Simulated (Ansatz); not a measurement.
# Stack of Ti2CO2 MXene under W2CCl2 MXene, shifted by a third of the diagonal in a perpendicular field

Wanted: the out-of-plane response of the stack of Ti2CO2 MXene under W2CCl2 MXene, shifted by a third of the diagonal. A positive field points along +c.

Calculated with Ansatz 0.2.0; plane-wave DFT, RPBE-D3(BJ), Ansatz PAW, in the first sound run; inputs show where later runs differ.

Most raw output is cut from this account.

## (1) Set-up

The cell holds 10 atoms: 2 O, 2 Ti, 2 C, 2 Cl and 2 W. Its edges and angles: a = 3.113 Å, b = 3.113 Å, c = 31.506 Å, α = 90.0°, β = 90.0°, γ = 120.0°. Regions: layer 1: Ti2CO2 MXene, 5 atoms (2 O, 2 Ti and 1 C); layer 2: W2CCl2 MXene, 5 atoms (2 Cl, 2 W and 1 C). Vacuum lies along c.

## (2) Relaxing the slab

The starting cell is a guess, so the in-plane lattice and the atoms are relaxed first, with the slab cut off from its images along the normal. The program lengthens the vector along the normal by itself, so c and the volume that it reports differ from the typed ones.

input.yaml

```yaml
crystal:
  lattice:
    - [3.112824, 0.0, 0.0]
    - [-1.556412, 2.6957846615, 0.0]
    - [0.0, 0.0, 31.5061850488]
  atoms:
    - { symbol: O, position: [0.3333333333, 0.6666666667, 0.2856581965] }
    - { symbol: Ti, position: [0.6666666667, 0.3333333333, 0.3205166855] }
    - { symbol: C, position: [0.0, 0.0, 0.3593430971] }
    - { symbol: Ti, position: [0.3333333333, 0.6666666667, 0.3981695086] }
    - { symbol: O, position: [0.6666666667, 0.3333333333, 0.4330279977] }
    - { symbol: Cl, position: [0.6666666667, 0.3333333333, 0.5282473965] }
    - { symbol: W, position: [0.0, 0.0, 0.5821529925] }
    - { symbol: C, position: [0.3333333333, 0.6666666667, 0.6212946] }
    - { symbol: W, position: [0.6666666667, 0.3333333333, 0.6604362075] }
    - { symbol: Cl, position: [0.0, 0.0, 0.7143418035] }
  periodic: [true, true, false]
kpoints:
  mp_grid: { grid: [12, 12, 1] }
hamiltonian:
  xc: rpbe
  dispersion: d3bj
scf:
  occupations: { method: fermi_dirac, width: 0.05 }
  convergence: { dr2_threshold: 1.0e-09 }
relax:
  f_tol: 0.004
  max_steps: 90
  cell: {}
output:
  write_potential: true
  write_density: true
  volumetric_format: npy
```

Launch:

```sh
$ ansatz run input.yaml --threads 4 --pin off --max-ram 6144MiB --backend cpu --events-out ev --progress --plain --runs-dir out
```

The job ended after 2.8 min (4 threads of Arm Neoverse V2, shared host; peak memory 1.1 GiB).

Step by step:

```tsv
step	energy less that of the first step (eV)	largest force component (eV/Å)	volume (Å³)
1	0.0000	2.7605	426.39
2	-1.8555	1.0485	385.87
3	-1.9926	0.6691	376.36
4	-2.0366	0.1003	377.24
5	-2.0376	0.0135	377.28
6	-2.0378	0.0093	377.00
7	-2.0378	0.0023	377.01
8*	-2.0240	0.0026	377.01
9	-2.0243	0.0048	376.63
10	-2.0243	0.0003	376.67
11*	-2.0240	0.0003	376.67
```

Relaxation steps marked * repeat the geometry before them on a plane-wave basis chosen anew for their cell, so energy and pressure can jump there.

Forces are held to the 6 operations that the run works with; a distortion that breaks them can't arise in this run.

```tsv
cell as run	before	after	change
a (Å)	3.113	2.926	-6.0 %
b (Å)	3.113	2.926	-6.0 %
```

The atoms that moved most (Å, along periodic axes as changes of fractional coordinates times the final cell, across vacuum about the mean position):

```tsv
atom	dx	dy	dz	length
Cl6	0.000	0.000	-0.209	0.209
Cl10	0.000	0.000	0.169	0.169
O1	0.000	0.000	0.125	0.125
O5	0.000	0.000	-0.062	0.062
W7	0.000	0.000	-0.042	0.042
Ti4	0.000	0.000	0.041	0.041
C3	0.000	0.000	0.029	0.029
C8	0.000	0.000	-0.028	0.028
```

Numbers from this step:

```yaml
energy_at_zero_smearing: -29635.5418 eV
```

The lattice constant a goes from 3.113 to 2.926 Å.

## (3) Atoms held, field 0

A sawtooth potential applies the field, turning back in the middle of the vacuum. With the dipole correction the typed value is the field outside the slab. The induced dipole is small, so the SCF threshold is tight.

The cell differs from the one that the last finished run ended in (c 50.812 → 31.550 Å).

input.yaml

```yaml
crystal:
  lattice:
    - [2.9256952147, 0.0, 0.0]
    - [-1.4628476074, 2.5337263797, 0.0]
    - [0.0, 0.0, 31.549877884]
  atoms:
    - { symbol: O, position: [0.3333333333, 0.6666666667, 0.2852625938] }
    - { symbol: Ti, position: [0.6666666667, 0.3333333333, 0.3160661406] }
    - { symbol: C, position: [0.0, 0.0, 0.3558028907] }
    - { symbol: Ti, position: [0.3333333333, 0.6666666667, 0.3949536588] }
    - { symbol: O, position: [0.6666666667, 0.3333333333, 0.4265084324] }
    - { symbol: Cl, position: [0.6666666667, 0.3333333333, 0.5169169846] }
    - { symbol: W, position: [0.0, 0.0, 0.5760601208] }
    - { symbol: C, position: [0.3333333333, 0.6666666667, 0.6155885443] }
    - { symbol: W, position: [0.6666666667, 0.3333333333, 0.654817037] }
    - { symbol: Cl, position: [0.0, 0.0, 0.7147374062] }
kpoints:
  mp_grid: { grid: [18, 18, 1] }
  band_path:
    path: [[0, 0, 0], [0.5, 0, 0], [0.33333333, 0.33333333, 0], [0, 0, 0]]
    npoints: 16
hamiltonian:
  xc: rpbe
  dispersion: d3bj
scf:
  occupations: { method: fermi_dirac, width: 0.05 }
  convergence: { dr2_threshold: 1.0e-10 }
efield:
  axis: 3
  dipole_correction: true
  ramp_position: 0.97
  ramp_width: 0.06
  amplitude: 0
output:
  dos: { projected: true, e_range: [-6, 5] }
  bader: true
  write_potential: true
  write_density: true
  volumetric_format: npy
  elf: true
```

Elapsed: 50 s, on 4 threads; peak memory 0.94 GiB; 3.3 min of CPU time.

This step gave:

```
energy at zero smearing        : -29635.5413 eV
work function, upper face      : 3.894 eV
work function, lower face      : 6.077 eV
dipole along the normal        : 0.08943 e·Å
step between the vacuum levels : -2.183 eV
```

Running mean over a fixed 2.8 Å (it still follows the layers) of the planar mean; the ramp of the sawtooth is left out. Electron's electrostatic potential energy less the Fermi level against z:

```tsv
z (Å)	electron's electrostatic potential energy less the Fermi level (eV)
4	6.08
5	6.08
6	6.07
7	5.78
8	1.41
9	-5.35
10	-10.2
11	-10.6
12	-10.6
13	-7.86
14	-2.49
15	-1.09
16	-4.50
17	-11.9
18	-13.7
19	-15.8
20	-15.4
21	-13.6
22	-10.7
23	-4.05
24	0.540
25	3.71
26	3.89
27	3.89
28	3.89
```

The density of states has structure finer than the step of the table below, so its rows give means over 0.2 eV, whole bins alone (the curve runs from -6 to 1.47 eV). Peaks (eV: height): -5.92: 21.7, -5.67: 15.9, -5.50: 17.3, -4.48: 12.7, -4.32: 13.7, -4.13: 16.7, -3.99: 14.4.

Density of states against energy, zero at the Fermi level; means over each step:

```tsv
energy (eV)	density of states (states/eV a cell)
-5.8	7.67
-5.6	12.6
-5.4	7.92
-5.2	7.64
-5.0	7.48
-4.8	5.54
-4.6	7.75
-4.4	9.86
-4.2	9.97
-4.0	7.04
-3.8	4.27
-3.6	4.14
-3.4	5.65
-3.2	5.69
-3.0	3.96
-2.8	3.26
-2.6	2.35
-2.4	3.31
-2.2	3.91
-2.0	4.98
-1.8	3.85
-1.6	2.10
-1.4	2.07
-1.2	2.39
-1.0	2.58
-0.8	2.73
-0.6	4.05
-0.4	2.23
-0.2	1.95
0.0	2.63
0.2	4.83
0.4	5.75
0.6	4.73
0.8	4.72
1.0	4.09
1.2	3.14
```

Projected DOS per atom over height of the atomic layer and energy from the Fermi level. Layers: O Ti C Ti O Cl W C W Cl from below.

Values in states/eV, 22 rows by 10 columns, each cell a mean:
```
0.07 0.47 0.07 0.50 0.08 0.12 0.96 0.09 0.93 0.11
0.13 0.76 0.11 0.80 0.13 0.13 0.94 0.07 0.91 0.12
0.18 0.75 0.09 0.82 0.18 0.19 1.08 0.13 1.08 0.17
0.13 0.31 0.05 0.38 0.11 0.40 1.62 0.22 1.62 0.39
0.08 0.15 0.02 0.19 0.06 0.17 0.65 0.07 0.67 0.17
0.02 0.02 0.05 0.02 0.02 0.21 0.94 0.21 0.96 0.21
0.04 0.04 0.11 0.05 0.04 0.22 1.09 0.29 1.12 0.21
0.18 0.07 0.30 0.07 0.18 0.13 0.57 0.07 0.60 0.13
0.25 0.18 0.50 0.18 0.27 0.08 0.31 0.04 0.34 0.09
0.32 0.30 0.88 0.31 0.29 0.13 0.40 0.03 0.42 0.13
0.63 0.38 1.32 0.40 0.60 0.17 0.42 0.05 0.42 0.17
0.30 0.25 0.72 0.27 0.31 0.18 0.30 0.08 0.31 0.19
0.36 0.28 0.69 0.27 0.30 0.22 0.24 0.09 0.27 0.25
0.67 0.41 0.77 0.43 0.55 0.47 0.46 0.20 0.46 0.50
0.42 0.30 0.50 0.29 0.42 0.96 0.43 0.32 0.41 0.97
1.10 0.37 0.35 0.30 0.88 0.42 0.31 0.02 0.30 0.39
2.51 0.70 0.34 0.65 2.43 0.61 0.31 0.03 0.29 0.59
2.21 1.12 0.77 1.17 2.48 0.70 0.31 0.03 0.29 0.63
1.13 0.61 0.84 0.63 1.11 0.55 0.29 0.04 0.30 0.53
1.48 0.74 0.55 0.60 1.18 0.73 0.48 0.16 0.52 0.70
1.43 0.72 0.32 0.68 1.54 1.11 0.99 1.21 0.90 1.25
0.62 0.47 0.48 0.53 0.84 1.24 1.09 1.37 1.03 1.33
```
Columns: height of the atomic layer (Å) from 9 to 22.5 (not evenly spaced); rows upwards: energy from the Fermi level (eV) from -5.96 to 1.42.

The electronic bands at the labelled points (eV, zero at the Fermi level):

```tsv
point	band 40	band 41	band 42	band 43	band 44	band 45	band 46	band 47
Γ	-1.76	-1.29	-0.28	-0.28	0.42	0.42	0.43	0.43
halfway	-1.67	-1.66	-1.57	-0.50	-0.19	0.25	0.41	0.73
M	-2.01	-1.66	-0.66	-0.07	1.20	1.58	1.72	2.17
halfway	-2.83	-2.32	-0.49	0.27	0.80	0.95	1.65	1.87
K	-3.10	-1.70	-0.42	-0.39	-0.31	1.42	1.42	1.47
halfway	-2.55	-2.28	-1.81	-1.04	0.44	0.87	1.09	1.30
Γ	-1.76	-1.29	-0.28	-0.28	0.42	0.42	0.43	0.43
```

Valence density in the ca plane at fractional y = 0.333, with atoms of Ti and O and Cl and W within 0.2 Å of it. It is the smooth field of the valence electrons, not physical close to the nuclei.

Ten steps, logarithmic in the rise over the least value, from '0' (0.0 e/Å³) to '9' (6.9 e/Å³), each cell a mean:
```
43333456531124666543443445787533332100000000
43223589852136666643333347999743221000000000
42223589963246636643333347989742211000000000
43223578852135666543333347898643221000000000
44333456531124565444444445676434432100000000
44444433210012343335554444444344543200000000
45445432110001223335665554433345554210000000
44444433310012344334554444444334543200000000
```
Columns run along c (16.0 Å, from fractional 0.34 to 0.85 of the cell), rows up along a (2.9 Å). Atoms in or near the plane, at fractional coordinates: O at (0.43, 0.67), Cl at (0.52, 0.67), W at (0.65, 0.67).

Electrostatic potential energy in the ca plane at fractional y = 0.333, with atoms of Ti and O and Cl and W within 0.2 Å of it. With pseudopotentials it is smooth inside the atoms' cores, unlike the true potential.

Values in eV, 5 rows by 16 columns, each cell a mean:
```
 11   9  -8 -24   2   2 -11   4   5 -26  -5  -1   2 -28 -28   3
 10   8 -17 -33  -2   5 -35  -8   1 -47 -15   4   2 -41 -41   3
 11   9  -8 -24   2   2 -11   4   5 -26  -5  -1   2 -28 -28   3
 11   9   4   0   2  -7   0   9   8   4   0 -15  -2  -1  -1   0
 11   9   4   0   2  -7   0   9   8   4   0 -15  -2  -1  -1   0
```
Columns run along c (16.0 Å, from fractional 0.22 to 0.73 of the cell; values clipped at the 3rd and 97th percentile), rows up along a (2.9 Å). Atoms in or near the plane, at fractional coordinates: Ti at (0.32, 0.67), O at (0.43, 0.67), Cl at (0.52, 0.67), W at (0.65, 0.67).

ELF in the ca plane at fractional y = 0.333, with atoms of Ti and O and Cl and W within 0.2 Å of it. It is the smooth field of the valence electrons, not physical close to the nuclei.

Values, 5 rows by 16 columns, each cell a mean:
```
0.00 0.00 0.00 0.00 0.00 0.07 0.19 0.49 0.30 0.19 0.59 0.70 0.29 0.84 0.68 0.25
0.00 0.00 0.00 0.00 0.00 0.01 0.23 0.31 0.23 0.18 0.62 0.70 0.37 0.64 0.63 0.35
0.00 0.00 0.00 0.00 0.00 0.07 0.19 0.49 0.30 0.19 0.59 0.70 0.29 0.84 0.68 0.25
0.00 0.00 0.00 0.00 0.01 0.28 0.59 0.19 0.64 0.28 0.16 0.20 0.07 0.40 0.29 0.31
0.00 0.00 0.00 0.00 0.01 0.28 0.59 0.19 0.64 0.29 0.16 0.20 0.07 0.40 0.29 0.31
```
Columns run along c (16.0 Å, from fractional 0.08 to 0.59 of the cell), rows up along a (2.9 Å). Atoms in or near the plane, at fractional coordinates: Ti at (0.32, 0.67), O at (0.43, 0.67), Cl at (0.52, 0.67).

The work function of the upper face is 3.89 eV.

## (4) Atoms held, field 0.05 V/Å

input.yaml, as its differences from that of step 3:

```diff
@@ -32,6 +32,4 @@
   ramp_width: 0.06
-  amplitude: 0
+  amplitude: 0.05
 output:
-  dos: { projected: true, e_range: [-6, 5] }
-  bader: true
   write_potential: true
@@ -39,2 +37 @@
   volumetric_format: npy
-  elf: true
```

Wall time 33 s (4 threads); peak memory 0.88 GiB; 2.1 min of CPU time.

The dipole is 0.120 e·Å, 0.0307 e·Å from its value without field.

## (5) Single point, field -0.05 V/Å

input.yaml, as its differences from that of step 4:

```diff
@@ -32,3 +32,3 @@
   ramp_width: 0.06
-  amplitude: 0.05
+  amplitude: -0.05
 output:
```

Wall time 33 s (4 threads); peak memory 0.89 GiB.

The dipole is 0.0587 e·Å, -0.0307 e·Å from its value without field.

## (6) Atoms held, field 0.1 V/Å

input.yaml, as its differences from that of step 5:

```diff
@@ -32,3 +32,3 @@
   ramp_width: 0.06
-  amplitude: -0.05
+  amplitude: 0.1
 output:
```

The job ended after 33 s (4 threads; peak memory 0.88 GiB; 2.1 min of CPU time).

The dipole is 0.151 e·Å, 0.0614 e·Å from its value without field.

## (7) Atoms held, field 0.2 V/Å

input.yaml, as its differences from that of step 6:

```diff
@@ -32,3 +32,3 @@
   ramp_width: 0.06
-  amplitude: 0.1
+  amplitude: 0.2
 output:
```

Elapsed: 32 s, on 4 threads; peak memory 0.89 GiB.

The dipole is 0.212 e·Å, 0.123 e·Å from its value without field.

## (8) Atoms held, field 0.3 V/Å

input.yaml, as its differences from that of step 7:

```diff
@@ -32,4 +32,6 @@
   ramp_width: 0.06
-  amplitude: 0.2
+  amplitude: 0.3
 output:
+  dos: { projected: true, e_range: [-6, 5] }
+  bader: true
   write_potential: true
@@ -37 +39,2 @@
   volumetric_format: npy
+  elf: true
```

Wall time 51 s (4 threads); peak memory 0.94 GiB; 3.3 min of CPU time.

The dipole is 0.274 e·Å, 0.184 e·Å from its value without field.

## (9) Response, atoms held

This step: plane-wave DFT, RPBE-D3(BJ), Ansatz PAW; response to a field along the normal, atoms held (Ansatz 0.2.0).

The dipoles give the slope, and the difference of two potentials shows where the field is screened.

This step gave:

| Item | Value |
| --- | --- |
| equivalent conductor thickness p/(ε₀AE) | 14.99 Å |
| distance between the outer atoms | 13.55 Å |

The dipole of the cell by applied field:

```tsv
applied field (V/Å)	dipole of the cell (e·Å)
-0.050	0.0587
0.000	0.0894
0.050	0.120
0.100	0.151
0.200	0.212
0.300	0.274
```

Local field over the applied field, running mean. From the potentials at -0.05 and 0.05 V/Å; running mean over 2.5 Å. Table of local field over applied field by z:

```tsv
z (Å)	local field over applied field
5	0.999
6	0.993
7	0.926
8	0.654
9	0.304
10	0.0794
11	0.0259
12	0.0107
13	0.00998
14	0.00769
15	0.00436
16	0.00280
17	0.00153
18	1.2e-6
19	-0.00775
20	0.00527
21	0.0337
22	0.0838
23	0.303
24	0.661
25	0.923
26	0.989
27	0.999
```

Electrons, planar mean, per unit field. The induced electron density by z:

```tsv
z (Å)	induced electron density (e/Å³ per V/Å)
5	1.8e-6
6	2.6e-5
7	3.3e-4
8	0.00277
9	0.00137
10	2.4e-6
11	1.4e-4
12	-1.8e-4
13	9.2e-5
14	1.7e-5
15	3.2e-5
16	-3.8e-5
17	4.3e-5
18	2.9e-5
19	1.1e-4
20	-2.6e-4
21	-0.00113
22	4.8e-4
23	-0.00235
24	-0.00227
25	-3.7e-4
26	-5.2e-5
27	-6.4e-6
```

By hand: between -0.05 and 0.05 V/Å the dipole changes by 0.06142 e·Å, a slope of 0.6142 e·Å²/V. A perfect conductor of thickness t has p = ε₀AEt, so t = 180.95 × 0.6142 / 7.413 = 14.99 Å (e/ε₀ = 180.95 V·Å, A in Å²).

The induced dipole is that of a conductor 14.99 Å thick.

## (10) Relaxing in the field, field 0.1 V/Å

This step: plane-wave DFT, RPBE-D3(BJ), Ansatz PAW (Ansatz 0.2.0).

Now the atoms may follow the field. A weak field makes forces of meV/Å to tens of meV/Å, so the force tolerance is set well below the usual one.

input.yaml, as its differences from that of step 8:

```diff
@@ -17,6 +17,3 @@
 kpoints:
-  mp_grid: { grid: [18, 18, 1] }
-  band_path:
-    path: [[0, 0, 0], [0.5, 0, 0], [0.33333333, 0.33333333, 0], [0, 0, 0]]
-    npoints: 16
+  mp_grid: { grid: [12, 12, 1] }
 hamiltonian:
@@ -32,6 +29,7 @@
   ramp_width: 0.06
-  amplitude: 0.3
+  amplitude: 0.1
+relax:
+  f_tol: 0.001
+  max_steps: 60
 output:
-  dos: { projected: true, e_range: [-6, 5] }
-  bader: true
   write_potential: true
@@ -39,2 +37 @@
   volumetric_format: npy
-  elf: true
```

Run time: 23 s. Hardware: 4 threads; peak memory 0.69 GiB; 90 s of CPU time.

No atom moved by 0.005 Å in the relaxation.

This step gave:

```
energy at zero smearing : -29635.5565 eV
dipole along the normal : 0.1518 e·Å
```

The relaxation took 3 steps and lowered the energy by 5.1e-5 eV; the largest force on the free atoms ends at 7.7e-4 eV/Å.

The dipole is 0.152 e·Å, 0.0623 e·Å from its value without field.

## (11) Field on, atoms free, field -0.1 V/Å

The opposite sign, again from the field-free geometry; the difference of the two cancels what relaxes without a field.

input.yaml, as its differences from that of step 10:

```diff
@@ -29,3 +29,3 @@
   ramp_width: 0.06
-  amplitude: 0.1
+  amplitude: -0.1
 relax:
```

The job ended after 25 s (4 threads; peak memory 0.68 GiB; 97 s of CPU time).

Hardly anything moved in the relaxation; the energy changed by under 0.2 meV an atom.

Numbers from this step:

```yaml
energy_at_zero_smearing: -29635.5385 eV
dipole_along_the_normal: 0.02680 e·Å
```

The relaxation took 3 steps and lowered the energy by 5.3e-5 eV; the largest force on the free atoms ends at 8.9e-4 eV/Å.

The dipole is 0.0268 e·Å, -0.0626 e·Å from its value without field.

## (12) Response, atoms relaxed

This step: plane-wave DFT, RPBE-D3(BJ), Ansatz PAW; response to a field along the normal, atoms relaxed (Ansatz 0.2.0).

The same analysis on the two relaxed runs holds the ionic part too; their mesh is coarser, so small differences from the held value can come from that.

Numbers from this step:

- equivalent conductor thickness p/(ε₀AE): 15.25 Å

The dipole of the cell by applied field:

```tsv
applied field (V/Å)	dipole of the cell (e·Å)
-0.1000	0.0268
0.1000	0.152
```

Local field over the applied field, running mean. From the potentials at -0.1 and 0.1 V/Å; running mean over 2.5 Å. Local field over applied field against z:

z (Å), local field over applied field and a bar from the least value:
```
      4.5      1.000 ##############################
      5.0      0.999 ##############################
      5.5      0.998 ##############################
      6.0      0.993 ##############################
      6.5      0.973 #############################
      7.0      0.896 ###########################
      7.5      0.771 ########################
      8.0      0.740 #######################
      8.5      0.485 ################
      9.0      0.206 ########
      9.5      0.063 #####
     10.0      0.037 ####
     10.5     -0.103 
     11.0     -0.049 #
     11.5      0.040 ####
     12.0      0.051 ####
     12.5     -0.025 ##
     13.0     -0.025 ##
     13.5     -0.007 ###
     14.0      0.003 ###
     14.5      0.007 ###
     15.0      0.036 ####
     15.5      0.010 ###
     16.0     -0.006 ###
     16.5     -0.006 ###
     17.0      0.002 ###
     17.5      0.000 ###
     18.0     -0.003 ###
     18.5      0.024 ###
     19.0      0.012 ###
     19.5     -0.016 ##
     20.0     -0.026 ##
     20.5     -0.052 #
     21.0     -0.073 #
     21.5      0.049 ####
     22.0      0.147 #######
     22.5      0.196 ########
     23.0      0.368 #############
     23.5      0.544 ##################
     24.0      0.628 ####################
     24.5      0.749 #######################
     25.0      0.911 ############################
     25.5      0.968 #############################
     26.0      0.989 ##############################
     26.5      0.996 ##############################
     27.0      0.999 ##############################
```

(Continued in part 2 of 2.)

[Logs are printed without paths, hosts, clocks, repeated set-up lines and the standing remarks that a program may print on its own settings, such as how far it seeks lower states.]

[Hosts, paths, dates, database ids (printed as entryN), source tags and the programs' standing remarks are cut or masked in the printed files.]

[Maps of the electrostatic potential energy from Ansatz leave out the sawtooth potential of an applied field or a dipole correction, so their vacuum need not be flat; planar profiles and work functions include it.]

[The density of states shown here was stored with 400 of the rows of the run's finer table, so its peaks can read low, often by over a quarter, or be missed, and its means over a window can be off by a tenth or more.]
